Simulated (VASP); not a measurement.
Runs of VASP 6.6.1 on MnO. Symmetry: Fm-3m, No. 225, cubic system. The conventional cell has a = 4.444 Å, b = 4.444 Å, c = 4.444 Å, α = 90.00°, β = 90.00°, γ = 90.00°. Mn (site symmetry m-3m) is surrounded by 6 O at 2.22 Å. Around O (site symmetry m-3m) lie 6 Mn at 2.22 Å. 

```tsv
share of exact exchange	gap on the mesh (eV)	pressure (GPa)	moment (μB)
0.15	1.07	3.2	5.00
0.4	3.90	(d)	5.00
0.25	(c)	1.8	5.00
0.1	(a)	3.9	5.00
0.05	none	2.5	4.91
0.5	5.05	-1.3	5.00
0.3	(b)	1.3	5.00
0.2	1.63	2.5	5.00
```

Alike in all rows: task single point; level PBE0(alpha); potentials or basis VASP PAW PBE potentials, release 64 (Mn_pv, O); spin collinear, ferromagnetic start; cell as given; k mesh 5 × 5 × 5; cutoff (eV) 520; smearing fermi-dirac 0.05 eV; the mesh is coarse, so values aren't converged.

Problem. Fill in the values left out.

Solution. (a) 0.51; (b) 2.76; (c) 2.19; (d) -0.1.

Caveats: all runs use coarse meshes; the PAW data sets were made with another functional, which shifts forces and pressure a little; a cell with one magnetic atom can't hold antiferromagnetic order, which such compounds often take; an odd mesh through Γ misses points on the zone boundary, where band edges often lie (some runs).

A gap of «none» marks a metal or a gap under the smearing width.
